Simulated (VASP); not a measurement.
Wanted: the native input for a VASP 6.6.1 run.

* Task: band structure
* Functional: LDA
* Potentials or basis: VASP PAW LDA potentials, release 64 (Ru_pv)
* Cutoff: 520 eV
* k mesh: 15 × 15 × 9
* Occupations: methfessel-paxton, width 0.1 eV
* Spin: no spin polarisation
* Further INCAR settings: ALGO = Normal; EDIFF = 1e-06

The structure of Ru lies in POSCAR:

```
Ru                                      
1.0
    2.6879024158      0.0000000000     -0.0000000000
   -1.3439512079      2.3277917750      0.0000000000
    0.0000000000      0.0000000000      4.2552087736
  Ru            
     2
Direct
     0.3333333332999970    0.6666666667000030    0.2500000000000000
     0.6666666667000030    0.3333333332999970    0.7500000000000000
```

One way to write it, as run:

INCAR

```
PREC = Accurate
ENCUT = 520
EDIFF = 1E-6
ISMEAR = 1
SIGMA = 0.1
LREAL = False
LASPH = True
NELM = 80
ALGO = Normal
ISIF = 2
LWAVE = False
LCHARG = False
LMAXMIX = 4
KPAR = 4
```

KPOINTS

```
regular mesh
0
Gamma
  15 15 9
```

KPOINTS_OPT

```
explicit points
258
Reciprocal
 0.0000000000  0.0000000000  0.0000000000 1
 0.0263157895  0.0000000000  0.0000000000 1
 0.0526315789  0.0000000000  0.0000000000 1
 0.0789473684  0.0000000000  0.0000000000 1
 0.1052631579  0.0000000000  0.0000000000 1
 0.1315789474  0.0000000000  0.0000000000 1
[... 250 lines left out ...]
 0.5000000000  0.0000000000  0.0238519900 1
 0.5000000000  0.0000000000 -0.0238519900 1
```

Potentials or basis: VASP PAW LDA potentials, release 64 (Ru_pv).

The run is started by

```sh
$ cat potpaw_LDA.64/Ru_pv/POTCAR > POTCAR
$ mpirun -np 4 vasp_std > vasp.out
```

Results of the run:

```json
{"Pressure": "-5.3 GPa", "Band gap along the path": "none (metal or under the smearing width)"}
```

It took 16 s on 4 MPI ranks on Intel(R) Xeon(R) Platinum 8488C (Sapphire Rapids), with other jobs on the host, peak memory 0.19 GiB a rank.
